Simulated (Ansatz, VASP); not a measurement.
# BAs: VASP beside Ansatz

Wanted: the spread between two codes on one cell, functional and k mesh.

Method: plane waves, with VASP 6.6.1 beside it; single point at PBE, dielectric response at PBE and single point at r2SCAN, in Ansatz 0.2.0.

## 1. The starting structure

It takes space group F-43m (No. 216, cubic). The conventional cell has a = 4.777 Å, b = 4.777 Å, c = 4.777 Å, α = 90.00°, β = 90.00°, γ = 90.00°. As has 4 B at 2.07 Å nearest. Nearest to B lie 4 As at 2.07 Å. Farther neighbours are not listed.

Structure file:

```cif
data_structure
_symmetry_space_group_name_H-M 'F-43m'
_symmetry_Int_Tables_number 216
_cell_length_a 4.7770
_cell_length_b 4.7770
_cell_length_c 4.7770
_cell_angle_alpha 90.000
_cell_angle_beta 90.000
_cell_angle_gamma 90.000
_cell_volume 109.01
loop_
_atom_site_label
_atom_site_type_symbol
_atom_site_symmetry_multiplicity
_atom_site_Wyckoff_symbol
_atom_site_fract_x
_atom_site_fract_y
_atom_site_fract_z
_atom_site_occupancy
As1 As 4 c 0.25000 0.25000 0.25000 1
B1 B 4 a 0.00000 0.00000 0.00000 1
```

## 2. Ansatz: single point, PBE

Ansatz runs on its default PAW (the set named soft_2) files.

With cell and atoms fixed, the geometry can't cause a difference; cores, projectors, grids and the points listed under the comparison can.

input.yaml

```yaml
crystal:
  lattice:
    - [0.0, 2.3885, 2.3885]
    - [2.3885, 0.0, 2.3885]
    - [2.3885, 2.3885, 0.0]
  atoms:
    - { symbol: As, position: [0.75, 0.75, 0.75] }
    - { symbol: B, position: [0.0, 0.0, 0.0] }
hamiltonian:
  xc: pbe
  pseudopotentials: { kind: paw }
kpoints:
  mp_grid: { grid: [12, 12, 12] }
scf:
  occupations: { method: gaussian, width: 0.05 }
  n_extra_bands: 4
output:
  forces: true
  stress: true
  eigenvalues: true
```

Started as:

```
$ ansatz run input.yaml --threads 2 --pin off --max-ram 4608MiB --backend cpu --events-out ev --progress --plain --runs-dir out
```

Numbers of over 12 decimals in the logs are rounded to 6 here.

What it wrote:

```text
scf.n_extra_bands = 4 over 9 filled bands (N_el = 18.0): the run solves 13 bands
Engine: ansatz 0.2.0, aarch64-unknown-linux-gnu
Pseudopotentials: kind: paw
Pseudopotential: As, paw, valence charge 15, recommended cutoff 420 eV (normal), As.paw.azcp
Pseudopotential: B, paw, valence charge 3, recommended cutoff 420 eV (normal), B.paw.azcp
Functional definition: PBE
  parameter kappa = 0.804
  parameter beta = 0.066725
  exchange = pbe_x(kappa = kappa, mu = beta*pi^2/3)
  correlation = pbe_c(beta = beta)
Crystal: 2 atoms, lattice volume = 27.252 Å³
Basis set: ecut = 420 eV, 531 PW (Γ), exchange–correlation on 48×48×48 points (8 copies of the dense FFT grid, shifted against one another)
Bands: 13, of which v1, the nominal top of the filled ones, is band 9 counted from 1 (8 counted from 0)
Symmetry: 24 space group operations
Space group: F-43m (ITA 216), of the structure as read, at distance tolerance 3.0e-5 Å
k-points: 72 of 1728 (time reversal used)
Non-local potential: As, projectors of the file, l = 0: 2, l = 1: 2, l = 2: 3, l = 3: 1
Non-local potential: B, projectors of the file, l = 0: 2, l = 1: 2, l = 2: 1
PAW form: soft (Blöchl's): semilocal exchange-correlation on the pseudo side does not see the compensation charge
PAW one-centre angular grid: As, 590 points (default); XC on 64 Gauss nodes
PAW one-centre angular grid: B, 110 points (default); XC on 64 Gauss nodes
Initial density: superposition of atomic densities (neutral atoms: chi_scale 0, normalization atom), corrected by the library's trained network
Initial wavefunctions: pseudopotential atomic-orbital guess
Functional: x = pbe(κ = 0.804, μ = 0.219515), c = pbe(β = 0.066725)
SCF iter   1: F=—  HF=-5012.100494 eV  |F-HF|=—  |Δ(HF+E_count)|=         —  Δρ=7.98e-4  dr2=1.04e-4  ethr=1.77e-3  ⟨swp⟩=5.5  Hψ=5317  notcnv=0
preconditioner: auto → none  [insulator: Δε(μ)=1.193 eV  Ē_g=12.414 eV  σ=0.050 eV  W_gap=1.00  n_scr=8 (ndim 8)  ℏωp=20.1 eV  f_vac=0.001  D(μ)=0.00/eV (n_scr^D=0)  ε∞_Penn≈3.6]
SCF iter   2: F=—  HF=-5012.100539 eV  |F-HF|=—  |Δ(HF+E_count)|=   4.46e-5  Δρ=4.42e-4  dr2=3.22e-5  ethr=5.79e-7  ⟨swp⟩=2.9  Hψ=2266  notcnv=0
SCF iter   3: F=—  HF=-5012.100564 eV  |F-HF|=—  |Δ(HF+E_count)|=   2.56e-5  Δρ=2.45e-4  dr2=5.36e-6  ethr=1.79e-7  ⟨swp⟩=2.3  Hψ=1497  notcnv=0
SCF iter   4: F=—  HF=-5012.100588 eV  |F-HF|=—  |Δ(HF+E_count)|=   2.41e-5  Δρ=4.83e-5  dr2=7.99e-7  ethr=2.98e-8  ⟨swp⟩=2.5  Hψ=1584  notcnv=0
iter 5 did not close the SCF: its close was put off for the readings that it lacked (scf_convergence_deferred on its scf_iter line)
SCF iter   5: F=-5012.100588 eV  HF=-5012.100588 eV  |F-HF|=2.33e-8  |Δ(HF+E_count)|=   9.31e-8  Δρ=1.14e-5  dr2=4.16e-8  ethr=4.44e-9  ⟨swp⟩=2.0  Hψ=1578  notcnv=0
SCF iter   6: F=-5012.100588 eV  HF=-5012.100588 eV  |F-HF|=9.65e-9  |Δ(HF+E_count)|=  9.48e-10  Δρ=4.64e-6  dr2=5.92e-9  ethr=2.31e-10  ⟨swp⟩=2.2  Hψ=2906  notcnv=0
SCF 1 converged in 6 iterations: F = -5012.100588 eV  dr2 = 5.92e-9
  greatest PAW one-centre occupation: 0.999 electrons in one spin orbital (limit 2), on the As atom at site 0 (counted from 0), in its partial waves of l = 2
SCF converged after 6 iterations
Free energy (F): -5012.100588 eV
Harris-Foulkes:  -5012.100588 eV  (|F-HF|=9.65e-9)
Internal energy: -5012.100588 eV  (E = F + TS)
E sigma→0 (E₀):  -5012.100588 eV
Fermi energy:    11.720848 eV
--- Per-component energies (eV) ---
  E_band       = -210.291079
  E_kinetic    = 152.075250
  E_local      = -1693.914249  (includes V_loc(G=0)·N_el)
  E_nonlocal   = -657.791549
  E_hartree    = 940.031901
  E_xc         = -111.431502
  E_vxc        = -117.663160  (∫ρ·V_xc dr)
  E_paw        = -1915.295448  (= ΣΔE_a)
  E_vpaw       = 226.942260  (= ΣTr[D̂ρ^β])
  E_aug_tail   = 0.000007  (compensation charges beyond the density's cutoff)
  E_ewald      = -1725.774997
  E_smearing   = -0.000000  (= −TS)
  E_closure    = 0.000000  (closes the sum)
  Σ components = -5012.100588   (vs F -5012.100588, Δ=0.00e0)
--- Forces (eV/Å), atoms counted from 1 ---
  atom   1  As     0.00000000     0.00000000    -0.00000000
  atom   2  B     -0.00000000    -0.00000000     0.00000000
  max |Σ_I F_I| component: 5.18e-16 eV/Å
--- Stress (GPa, compression-positive) ---
        2.770466      -0.000000      -0.000000
       -0.000000       2.770466       0.000000
       -0.000000       0.000000       2.770466
  P = ⅓ Tr σ = 2.7705 GPa (27.705 kbar)
--- Band table (eV; the first three rows and the last of 72) ---
  k-point 0: bands = [... 5 lower, -4.2777, 11.1256, 11.1256, 11.1256, 14.4067, 14.4067, 14.4067, 15.7991]
  k-point 1: bands = [... 5 lower, -4.1635, 10.0873, 10.9072, 10.9072, 14.5533, 14.6945, 14.6945, 16.4287]
  k-point 2: bands = [... 5 lower, -3.8247, 8.1697, 10.4450, 10.4450, 14.4267, 15.2944, 15.2944, 17.7731]
  k-point 71: bands = [... 5 lower, 0.0632, 3.0735, 5.6450, 5.9394, 16.3917, 17.0673, 17.9422, 18.1734]
```

Run time: 1.3 s. Hardware: 2 threads of Arm Neoverse V1, shared host; peak memory 0.3 GiB; 2.4 s of CPU time.

The run ends at a pressure of 2.77 GPa.

## 3. VASP: single point, PBE

The same cell, functional, mesh and smearing now go to VASP, with its own data sets and cutoff.

Lines of VASP's logs that name or quote its potential files are left out, and so is its time.

INCAR

```
SYSTEM = BAs
PREC = Accurate
ENCUT = 420
EDIFF = 1E-07
NELM = 100
ISMEAR = 0
SIGMA = 0.05
LREAL = .FALSE.
ALGO = Normal
GGA = PE
NBANDS = 16
LWAVE = .FALSE.
LCHARG = .FALSE.
KPAR = 4
LOPTICS = .TRUE.
NEDOS = 2000
CSHIFT = 0.1
```

POSCAR

```
BAs
1.0
    0.0000000000      2.3885000000      2.3885000000
    2.3885000000      0.0000000000      2.3885000000
    2.3885000000      2.3885000000      0.0000000000
As B
1 1
Direct
    0.7500000000      0.7500000000      0.7500000000
    0.0000000000      0.0000000000      0.0000000000
```

KPOINTS

```
Automatic mesh
0
Gamma
12 12 12
0 0 0
```

PAW data sets: As and B (PBE family, release 64).

Started as:

```
$ mpirun -np 4 vasp_std
```

What it wrote:

```text
[banner, memory and clock lines left out]
running    4 mpi-ranks, on    1 nodes
 distrk:  each k-point on    1 cores,    4 groups
 distr:  one band on    1 cores,    1 groups

 POSCAR found type information on POSCAR AsB
 POSCAR found :  2 types and       2 ions
 LDA part: xc-table for (Slater+PW92), standard interpolation
 POSCAR, INCAR and KPOINTS ok, starting setup
 FFT: planning ... GRIDC
 FFT: planning ... GRID_SOFT
 FFT: planning ... GRID
 WAVECAR not read
 entering main loop
       N       E                     dE             d eps       ncg     rms          rms(c)
DAV:   1     0.973477529468E+01    0.97348E+01   -0.30484E+03  2304   0.368E+02
DAV:   2    -0.115369647023E+02   -0.21272E+02   -0.20547E+02  3160   0.824E+01
DAV:   3    -0.120443628497E+02   -0.50740E+00   -0.50689E+00  2664   0.107E+01
DAV:   4    -0.120451445511E+02   -0.78170E-03   -0.78169E-03  3040   0.498E-01
DAV:   5    -0.120451455142E+02   -0.96310E-06   -0.96310E-06  2672   0.171E-02    0.493E+00
DAV:   6    -0.114692461396E+02    0.57590E+00   -0.14217E+00  2824   0.349E+00    0.233E+00
DAV:   7    -0.114091219378E+02    0.60124E-01   -0.16413E-01  3088   0.147E+00    0.102E+00
DAV:   8    -0.114027134083E+02    0.64085E-02   -0.15642E-02  2728   0.555E-01    0.940E-02
DAV:   9    -0.114030893725E+02   -0.37596E-03   -0.77272E-04  2728   0.120E-01    0.492E-02
DAV:  10    -0.114031723915E+02   -0.83019E-04   -0.11087E-04  2840   0.474E-02    0.108E-02
DAV:  11    -0.114031729643E+02   -0.57282E-06   -0.33409E-06  2840   0.718E-03    0.533E-03
DAV:  12    -0.114031743909E+02   -0.14266E-05   -0.18875E-06  2752   0.651E-03    0.140E-03
DAV:  13    -0.114031743872E+02    0.36777E-08   -0.17763E-08  2352   0.649E-04
   1 F= -.11403174E+02 E0= -.11403174E+02  d E =-.366209E-12
 optical routines
 imaginary and real dielectric function
 recalculating local potential from charge density
 direction            1
 direction            2
 direction            3
```

From OUTCAR (step 3):

```text
ion  position               nearest neighbor table
   1  0.750  0.750  0.750-   2 2.07   2 2.07   2 2.07   2 2.07
   2  0.000  0.000  0.000-   1 2.07   1 2.07   1 2.07   1 2.07

  LATTYP: Found a face centered cubic cell.
 ALAT       =     4.7770000000

 Subroutine GETGRP returns: Found 24 space group operations
 (whereof 24 operations were pure point group operations)

The static configuration has the point symmetry T_d .

 Found     72 irreducible k-points:

   k-points           NKPTS =     72   k-points in BZ     NKDIM =     72   number of bands    NBANDS=     16

   dimension x,y,z NGX =    24 NGY =   24 NGZ =   24
   dimension x,y,z NGXF=    48 NGYF=   48 NGZF=   48

   ENCUT  =  420.0 eV  30.87 Ry    5.56 a.u.   5.64  5.64  5.64*2*pi/ulx,y,z

   NELECT =       8.0000    total number of electrons

 k-points in reciprocal lattice and weights: Automatic mesh
   0.00000000  0.00000000  0.00000000       0.001
   0.08333333  0.00000000  0.00000000       0.005
   0.16666667  0.00000000  0.00000000       0.005
   0.25000000  0.00000000  0.00000000       0.005
   0.33333333  0.00000000  0.00000000       0.005
   0.41666667  0.00000000  0.00000000       0.005
   0.50000000  0.00000000  0.00000000       0.002
   0.08333333  0.08333333  0.00000000       0.003
   0.16666667  0.08333333  0.00000000       0.014
[...]
-0.33333333  0.50000000  0.16666667       0.007
  -0.25000000  0.50000000  0.25000000       0.003

 average (electrostatic) potential at core
       1 -48.7711       2 -26.7864

 E-fermi :   6.3448

 k-point     1 :       0.0000    0.0000    0.0000
  band No.  band energies     occupation
      1      -9.2755      2.00000
      2       6.1285      2.00000
      3       6.1285      2.00000
      4       6.1285      2.00000
      5       9.3991      0.00000
      6       9.3991      0.00000
      7       9.3991      0.00000
      8      10.8126      0.00000
      9      15.7095      0.00000
    ...

 k-point     2 :       0.0833    0.0000    0.0000
  band No.  band energies     occupation
      1      -9.1613      2.00000
      2       5.0889      2.00000
      3       5.9094      2.00000
      4       5.9094      2.00000
      5       9.5491      0.00000
      6       9.6871      0.00000
      7       9.6871      0.00000
      8      11.4379      0.00000
      9      16.1705      0.00000
    ...

 k-point     3 :       0.1667    0.0000    0.0000
  band No.  band energies     occupation
      1      -8.8226      2.00000
      2       3.1688      2.00000
      3       5.4460      2.00000
      4       5.4460      2.00000
      5       9.4259      0.00000
      6      10.2863      0.00000
      7      10.2863      0.00000
      8      12.7751      0.00000
      9      17.1304      0.00000
    ...

  Total        0.5920480      0.5920480      0.5920480     -0.0000000     -0.0000000     -0.0000000
  in kB       34.8066135     34.8066135     34.8066135     -0.0000000     -0.0000000     -0.0000000
  external PRESSURE =      34.8066135 kB  Pullay stress =       0.0000000 kB

  energy-cutoff  :      420.00
  volume of cell :       27.25
      direct lattice vectors                 reciprocal lattice vectors
     0.000000000  2.388500000  2.388500000    -0.209336404  0.209336404  0.209336404
     2.388500000  0.000000000  2.388500000     0.209336404 -0.209336404  0.209336404
     2.388500000  2.388500000  0.000000000     0.209336404  0.209336404 -0.209336404

 POSITION                                       TOTAL-FORCE (eV/Angst)
 -----------------------------------------------------------------------------------
      3.58275      3.58275      3.58275         0.000000      0.000000      0.000000
      0.00000      0.00000      0.00000        -0.000000     -0.000000     -0.000000
 -----------------------------------------------------------------------------------
    total drift:                               -0.000000     -0.000000     -0.000000

  FREE ENERGIE OF THE ION-ELECTRON SYSTEM (eV)
  ---------------------------------------------------
  free  energy   TOTEN  =       -11.4031743872 eV

  energy  without entropy=      -11.4031743872  energy(sigma->0) =      -11.40317439

 plasma frequency squared (from intraband transitions) (eV^2)
  --------------------------------------------------------------------------------------
       0.000       0.000       0.000
      -0.000       0.000      -0.000
      -0.000      -0.000       0.000

[... 3 further parts left out ...]
```

## 4. Comparison

Known differences besides the potentials themselves: the data sets hold 18 valence electrons in Ansatz (default PAW (the set named soft_2) files) and 8 in VASP; VASP leaves aspherical gradient terms in its spheres out (LASPH is not set), Ansatz keeps them. Total energies have different zeros and are not compared.

Both answers:

```tsv
quantity	Ansatz	VASP	difference
pressure (GPa)	2.77	3.48	-0.71
pressure without Ansatz's Pulay correction (GPa)	2.67	3.48	-0.81
gap on the k mesh (eV)	1.192	1.179	+0.013
```

A gap on the mesh is an upper bound, since the band edges may lie between its points. Ansatz's pressure holds a Pulay correction of 0.10 GPa; VASP's holds none.

## 5. VASP: dielectric response, PBE

The response to a field tests empty states and converges slowly with the mesh.

INCAR

```
SYSTEM = BAs
PREC = Accurate
ENCUT = 420
EDIFF = 1E-08
NELM = 100
ISMEAR = 0
SIGMA = 0.01
LREAL = .FALSE.
ALGO = Normal
GGA = PE
NBANDS = 10
LWAVE = .FALSE.
LCHARG = .FALSE.
KPAR = 4
LEPSILON = .TRUE.
```

POSCAR is that of step 3.

KPOINTS is that of step 3.

Started as:

```
$ mpirun -np 4 vasp_std
```

What it wrote:

```text
[... set-up lines as in an earlier step ...]
 entering main loop
       N       E                     dE             d eps       ncg     rms          rms(c)
DAV:   1     0.102108193492E+02    0.10211E+02   -0.34114E+03  1440   0.596E+02
DAV:   2    -0.114692872231E+02   -0.21680E+02   -0.20694E+02  2068   0.980E+01
DAV:   3    -0.120437086895E+02   -0.57442E+00   -0.57346E+00  1694   0.157E+01
DAV:   4    -0.120451433381E+02   -0.14346E-02   -0.14345E-02  1734   0.895E-01
[...]
DAV:  13    -0.114031743189E+02   -0.61679E-07   -0.87457E-08  1750   0.205E-03    0.116E-03
DAV:  14    -0.114031744376E+02   -0.11869E-06   -0.15106E-08  1542   0.849E-04    0.103E-04
DAV:  15    -0.114031744440E+02   -0.63351E-08   -0.35550E-10   918   0.148E-04
   1 F= -.11403174E+02 E0= -.11403174E+02  d E =-.178757E-51
 Linear response reoptimize wavefunctions to high precision
DAV:   1    -0.114031744343E+02    0.96622E-08   -0.96561E-11  1010   0.559E-05
DAV:   2    -0.114031744343E+02   -0.15405E-10   -0.29336E-12   884   0.142E-05
 Linear response G [H, r] |phi>, progress :
  Direction:   1
[...]
RMM:   9    -0.714354514168E+00    0.13069E-05   -0.34831E-09  9201   0.316E-04    0.362E-05
RMM:  10    -0.714354972322E+00   -0.45815E-06    0.10648E-09  8691   0.915E-05    0.540E-06
 change of polarisation eV/A/(eV/A) component  2 :     0.284     1.321     0.209
 dielectric tensor                  component  2 :     1.886     9.770     1.388
 Linear response to external field, progress :
  Direction:   3
       N       E                     dE             d eps       ncg     rms          rms(c)
RMM:   1    -0.669176309424E+00   -0.66918E+00   -0.30320E+00 12639   0.299E+00
RMM:   2    -0.684899709053E+00   -0.15723E-01   -0.68163E-03  9265   0.398E-01    0.125E+00
RMM:   3    -0.675663464791E+00    0.92362E-02   -0.57112E-03  9446   0.451E-01    0.733E-01
RMM:   4    -0.708331482748E+00   -0.32668E-01   -0.83349E-03  9279   0.571E-01    0.804E-02
[...]
RMM:   8    -0.714355835145E+00   -0.61591E-05   -0.22008E-08 10083   0.740E-04    0.153E-04
RMM:   9    -0.714354523720E+00    0.13114E-05   -0.38175E-09  9200   0.316E-04    0.363E-05
RMM:  10    -0.714354991810E+00   -0.46809E-06    0.27508E-09  8682   0.910E-05    0.546E-06
 change of polarisation eV/A/(eV/A) component  3 :     0.234     0.320     1.321
 dielectric tensor                  component  3 :     1.554     2.125     9.770
 Born effective charges drift removed
```

Parts of OUTCAR (step 5):

```text
  Total        0.5920306      0.5920306      0.5920306     -0.0000000      0.0000000     -0.0000000
  in kB       34.8055904     34.8055904     34.8055904     -0.0000000      0.0000000     -0.0000000
  external PRESSURE =      34.8055904 kB  Pullay stress =       0.0000000 kB

 MACROSCOPIC STATIC DIELECTRIC TENSOR (including local field effects in DFT)
 ------------------------------------------------------
           9.769787     0.000000     0.000000
           0.000000     9.769787     0.000000
           0.000000     0.000000     9.769787
 ------------------------------------------------------

[... 2 parts as in an earlier step ...]

[... 1 further part left out ...]
```

## 6. Ansatz: dielectric response, PBE

The same cell, functional and mesh now go to Ansatz, which takes its cutoff from its data sets.

input.yaml, the sections that differ from step 2:

```yaml
scf:
  occupations: { method: fixed }
dielectric:
  method: response
# crystal, hamiltonian, kpoints: as in step 2
# output: removed
```

Started as:

```
$ ansatz run input.yaml --threads 2 --pin off --max-ram 4608MiB --backend cpu --events-out ev --progress --plain --runs-dir out
```

What it wrote:

```text
[...]
Crystal: 2 atoms, lattice volume = 27.252 Å³
Basis set: ecut = 420 eV, 531 PW (Γ), exchange–correlation on 48×48×48 points (8 copies of the dense FFT grid, shifted against one another)
Bands: 13, of which v1, the nominal top of the filled ones, is band 9 counted from 1 (8 counted from 0)
Symmetry: 24 space group operations
k-points: 280 of 1728 (irreducible under 4 space group operations, time reversal used)
[...]
site 0:
         0.50148    0.00000    0.00000
        -0.00000    0.50148    0.00000
         0.00000    0.00000    0.50148
    site 1:
        -0.50148   -0.00000   -0.00000
         0.00000   -0.50148   -0.00000
        -0.00000   -0.00000   -0.50148
  Z* charge neutrality: 1.122e-4 e pre-enforcement
  solved inside a basis spanned on kpoints, on 12×12×12 k-points, its susceptibility summed on 16×16×16: ε∞ is read to err by 2.8e-2, Z* by 1.6e-2 e (field_mesh: kpoints solves on kpoints); Z* is corrected for what the basis lacks
[key lines of the parts left out:]
SCF converged after 7 iterations
Free energy (F): -5012.100588 eV
Fermi energy:    11.125638 eV
```

It took 38 s on 2 threads; peak memory 0.63 GiB.

(Part 1 of 2 ends here.)

[Lines on the potential files, build, host, timing and source positions are cut from VASP's logs without a mark.]

[Logs are printed without paths, hosts, clocks, repeated set-up lines and the standing remarks that a program may print on its own settings, such as how far it seeks lower states.]

[Hosts, paths, dates, database ids (printed as entryN), source tags and the programs' standing remarks are cut or masked in the printed files.]
